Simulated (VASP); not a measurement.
# Pt: saddle point by the improved dimer method

Pt, defect, 15 atoms in the cell. PBE, improved dimer method; PAW potentials Pt (PBE set).

Path: a Pt atom hops into a neighbouring Pt vacancy; Length of the hop (Å): 2.773; Atoms free in the vibrations (from 0): 3, 7, 10, 11, 14.

## Input

INCAR.step1:
```
SYSTEM = Pt
ALGO = Normal
EDIFF = 1E-7
EDIFFG = -0.005
ENCUT = 250
IBRION = 2
ISIF = 2
ISMEAR = 1
ISYM = 0
KPAR = 8
LASPH = .TRUE.
LCHARG = .FALSE.
LREAL = .FALSE.
LWAVE = .FALSE.
NELM = 100
NSW = 100
POTIM = 0.5
PREC = Accurate
SIGMA = 0.1
```

INCAR.step2, as INCAR.step1 but for:
```
- EDIFF = 1E-7
- EDIFFG = -0.005
+ EDIFF = 1E-6
+ EDIFFG = -0.02
```

INCAR.step3, as INCAR.step2 but for:
```
- IBRION = 2
- ISIF = 2
- NSW = 100
- POTIM = 0.5
+ IBRION = 44
+ NSW = 300
```

INCAR.step4, as INCAR.step3 but for:
```
- EDIFF = 1E-6
- EDIFFG = -0.02
- IBRION = 44
- NSW = 300
+ EDIFF = 1E-7
+ IBRION = 5
+ NFREE = 2
+ NSW = 1
+ POTIM = 0.015
```

KPOINTS:
```
k-points
0
Gamma
  3 3 3
```

POSCAR.step1:
```
Pt
1.0
   -3.9218000000      3.9218000000      3.9218000000
    3.9218000000     -3.9218000000      3.9218000000
    3.9218000000      3.9218000000     -3.9218000000
Pt
15
Direct
    0.5000000000      0.5000000000      0.0000000000
    0.5000000000      0.0000000000      0.5000000000
    0.0000000000      0.5000000000      0.5000000000
    0.5000000000      0.2500000000      0.2500000000
    0.0000000000      0.7500000000      0.2500000000
    0.0000000000      0.2500000000      0.7500000000
    0.5000000000      0.7500000000      0.7500000000
    0.2500000000      0.5000000000      0.2500000000
    0.7500000000      0.0000000000      0.2500000000
    0.7500000000      0.5000000000      0.7500000000
    0.2500000000      0.0000000000      0.7500000000
    0.2500000000      0.2500000000      0.5000000000
    0.7500000000      0.7500000000      0.5000000000
    0.7500000000      0.2500000000      0.0000000000
    0.2500000000      0.7500000000      0.0000000000
```

POSCAR.step2:
```
Pt
1.0
   -3.9218000000      3.9218000000      3.9218000000
    3.9218000000     -3.9218000000      3.9218000000
    3.9218000000      3.9218000000     -3.9218000000
Pt
15
Direct
    0.5000000000      0.5000000000      0.0000000000
    0.5000000000      0.0000000000      0.5000000000
    0.0000000000      0.5000000000      0.5000000000
    0.0000000000      0.0000000000      0.0000000000
    0.0000000000      0.7500000000      0.2500000000
    0.0000000000      0.2500000000      0.7500000000
    0.5000000000      0.7500000000      0.7500000000
    0.2500000000      0.5000000000      0.2500000000
    0.7500000000      0.0000000000      0.2500000000
    0.7500000000      0.5000000000      0.7500000000
    0.2500000000      0.0000000000      0.7500000000
    0.2500000000      0.2500000000      0.5000000000
    0.7500000000      0.7500000000      0.5000000000
    0.7500000000      0.2500000000      0.0000000000
    0.2500000000      0.7500000000      0.0000000000
```

POSCAR.step3:
```
Pt                                      
1.0
   -3.9218000000      3.9218000000      3.9218000000
    3.9218000000     -3.9218000000      3.9218000000
    3.9218000000      3.9218000000     -3.9218000000
Pt
15
Direct
    0.5117727673      0.5133868574      0.0087937506
    0.5155192083      0.0081089721      0.5045150747
    1.0080871937      0.4980856455      0.4997003225
    0.2661173504      0.1407943674      0.1422692284
    1.0110489237      0.7558674041      0.2537472929
    0.0160634268      0.2545629271      0.7595072840
    0.5214520711      0.7634538185      0.7628824697
    0.2663769866      0.5114115870      0.2638038532
    0.7738975829      1.0149298359      0.2563924831
    0.7695200511      0.5139728767      0.7558152218
    0.2677820902      0.0077930174      0.7545129688
    0.2682178003      0.2616610867      0.5104717881
    0.7677423472      0.7474648787      0.5074973837
    0.7700764341      0.2530124162      1.0069117193
    0.2635971887      0.7564494565      0.0039241927

   -0.0000013520      0.0637739030      0.0372404649
    0.0000011383      0.0372406134      0.0637732096
    0.0000004158      0.0372416745      0.0372423053
   -0.0000006624     -0.6804992666     -0.6804994193
   -0.0000009068      0.0638516729      0.0371656863
    0.0000009680      0.0371654000      0.0638509784
    0.0000003240      0.0371641361      0.0371648354
    0.0000770832      0.0637738104      0.0638492977
    0.0266096481      0.0372401772      0.0371659735
   -0.0266085804      0.0372422129      0.0371655269
   -0.0000777305      0.0637745977      0.0638502535
    0.0000763454      0.0638499555      0.0637742052
   -0.0266082468      0.0371671032      0.0372408157
    0.0266076282      0.0371655989      0.0372420677
   -0.0000760722      0.0638484110      0.0637737990
```

POSCAR.step4:
```
Pt
1.0
   -3.9218000000      3.9218000000      3.9218000000
    3.9218000000     -3.9218000000      3.9218000000
    3.9218000000      3.9218000000     -3.9218000000
Pt
15
Selective dynamics
Direct
    0.5176919387      0.4920720732      0.0254527760  F F F
    0.5178268981      0.0263703020      0.4914518856  F F F
    0.9858401317      0.4925442596      0.4920937812  F F F
    0.2670831488      0.1345468144      0.1334595649  T T T
    0.0151949161      0.7749881918      0.2401777476  F F F
    0.0153562404      0.2408869903      0.7744771598  F F F
    0.5470052255      0.7730985206      0.7724964592  F F F
    0.2664490088      0.5364425220      0.2806899182  T T T
    0.7659913565      0.0098575972      0.2555317046  F F F
    0.7667907986      0.5102546328      0.7559727470  F F F
    0.2664328581      0.9845999263      0.7304925747  T T T
    0.2663169856      0.2810455114      0.5354201897  T T T
    0.7668126725      0.7565880595      0.5095195853  F F F
    0.7660470098      0.2562015609      0.0093109015  F F F
    0.2664322332      0.7314581850      0.9841980384  T T T
```

POSCAR.step5:
```
Pt
1.0
   -3.9218000000      3.9218000000      3.9218000000
    3.9218000000     -3.9218000000      3.9218000000
    3.9218000000      3.9218000000     -3.9218000000
Pt
15
Selective dynamics
Direct
    0.5000000099      0.5000000432      0.0000000472  F F F
    0.4999999952      0.0000000443      0.4999999992  F F F
    0.9999999987      0.4999999762      0.4999999841  F F F
    0.4911946130      0.2455974176      0.2455973508  T T T
    0.9999999325      0.7544025731      0.2455971264  F F F
    0.0000000836      0.2455974481      0.7544028548  F F F
    0.5088053737      0.7544025602      0.7544026443  F F F
    0.2455974301      0.4911946898      0.2455973128  T T T
    0.7544026210      0.9999999027      0.2455971942  F F F
    0.7544025561      0.5088052568      0.7544026668  F F F
    0.2455973883      0.0000000698      0.7544027888  T T T
    0.2455976893      0.2455976537      0.4911950866  T T T
    0.7544023111      0.7544023308      0.5088049091  F F F
    0.7544024822      0.2455976159      0.9999999902  F F F
    0.2455975152      0.7544024178      0.0000000448  T T T
```

Commands (each step's output is kept before the next begins):
```
cat potpaw_PBE.64/Pt/POTCAR > POTCAR
cp INCAR.step1 INCAR
cp POSCAR.step1 POSCAR
mpirun -np 8 vasp_std > vasp.out
cp INCAR.step2 INCAR
cp POSCAR.step2 POSCAR
mpirun -np 8 vasp_std > vasp.out
# the block under the positions in POSCAR is the starting axis: the straight line between the two relaxed ends
cp INCAR.step3 INCAR
cp POSCAR.step3 POSCAR
mpirun -np 8 vasp_std > vasp.out
# POSCAR: the saddle point
cp INCAR.step4 INCAR
cp POSCAR.step4 POSCAR
mpirun -np 8 vasp_std > vasp.out
# POSCAR: the relaxed minimum
cp POSCAR.step5 POSCAR
mpirun -np 8 vasp_std > vasp.out
```

## Result

- Barrier (eV): 1.386
- Barrier with zero-point energies (eV): 1.382
- Imaginary frequency (cm⁻¹): 47
- Imaginary modes at the saddle: 1
- Attempt frequency (THz): 3.6
- Force evaluations of the dimer: 44
- Largest force left (eV/Å): 0.0148
- Ionic steps, all stages: 112
- Electronic steps, all stages: 1064

Vibrations (cm⁻¹; a negative value is imaginary):

| Mode | Minimum | Saddle |
|---|---|---|
| 1 | 163 | 208 |
| 2 | 156 | 177 |
| 3 | 149 | 159 |
| 4 | 143 | 140 |
| 5 | 132 | 140 |
| 6 | 127 | 127 |
| 7 | 121 | 122 |
| 8 | 120 | 120 |
| 9 | 119 | 117 |
| 10 | 116 | 113 |
| 11 | 111 | 107 |
| 12 | 107 | 90 |
| 13 | 97 | 66 |
| 14 | 86 | 64 |
| 15 | 76 | -47 |

Harmonic rate, classical:

| Temperature (K) | Jumps per second |
|---|---|
| 300 | 1.8e-11 |
| 600 | 8.1 |
| 900 | 6.2e+04 |

The cell is Pt (16 atoms) with one Pt atom missing.

Limits: the cell holds 15 atoms, so the vacancy or interstitial meets its own images and the barrier isn't that of a lone defect; the attempt frequency counts the hopping atom and the four atoms nearest to it, while all others are held.

VASP 6.6.1 took 1445 s on 8 cores (AMD EPYC 9R45 (Zen 5)), a shared host.
